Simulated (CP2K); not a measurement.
Runs of CP2K 2026.2 on Ti. The structure is cubic, space group Fm-3m (No. 225). Conventional cell: a = 4.060 Å, b = 4.060 Å, c = 4.060 Å, α = 90.00°, β = 90.00°, γ = 90.00°. Around Ti (site symmetry m-3m) lie 12 Ti at 2.87 Å. This isn't the form of Ti at room conditions, which is hcp.

```tsv
task	level	potentials or basis	smearing	NGRIDS	basis sets	potentials	points a segment of the path (NPOINTS)	bands added on the path	gap on the mesh (eV)	pressure (GPa)
band structure	LDA	GTH_POTENTIALS Ti GTH-PADE-q12; TZVP-MOLOPT-PBE-GTH basis	methfessel-paxton 0.2 eV	5	Ti TZVP-MOLOPT-PBE-GTH-q12	Ti GTH-PADE-q12 of GTH_POTENTIALS	10	6	none	-4.7
single point	PBEsol	POTENTIAL_UZH Ti GTH-PBE-q12; TZVP-MOLOPT-PBE-GTH basis	gaussian 0.02 eV	5	Ti TZVP-MOLOPT-PBE-GTH-q12	Ti GTH-PBE-q12 of POTENTIAL_UZH	-	-	none	-0.6
single point	PBE	POTENTIAL_UZH Ti GTH-PBE-q12; TZVP-MOLOPT-PBE-GTH basis	gaussian 0.05 eV	5	Ti TZVP-MOLOPT-PBE-GTH-q12	Ti GTH-PBE-q12 of POTENTIAL_UZH	-	-	none	(b)
single point	LDA	GTH_POTENTIALS Ti GTH-PADE-q12; TZVP-MOLOPT-PBE-GTH basis	gaussian 0.02 eV	4	Ti TZVP-MOLOPT-PBE-GTH-q12	Ti GTH-PADE-q12 of GTH_POTENTIALS	-	-	none	-4.9
atomic charges	r2SCAN+D4	POTENTIAL_UZH Ti GTH-SCAN-q12; TZVP-MOLOPT-SCAN-GTH basis	methfessel-paxton 0.2 eV	5	Ti TZVP-MOLOPT-SCAN-GTH-q12	Ti GTH-SCAN-q12 of POTENTIAL_UZH	-	-	none	(a)
```

Alike in all rows: no spin polarisation; cell as given; k mesh 11 × 11 × 11.

Problem. Fill in the values left out.

Solution. (a) 3.8; (b) 4.0.

Caveats: the basis of atomic orbitals isn't converged, which shifts pressures, moduli and gaps; the potentials were made for another functional, which shifts forces and pressure (some runs); pairwise dispersion overbinds metals, which lowers pressure and volume (some runs).

A gap of «none» marks a metal or a gap under the smearing width.
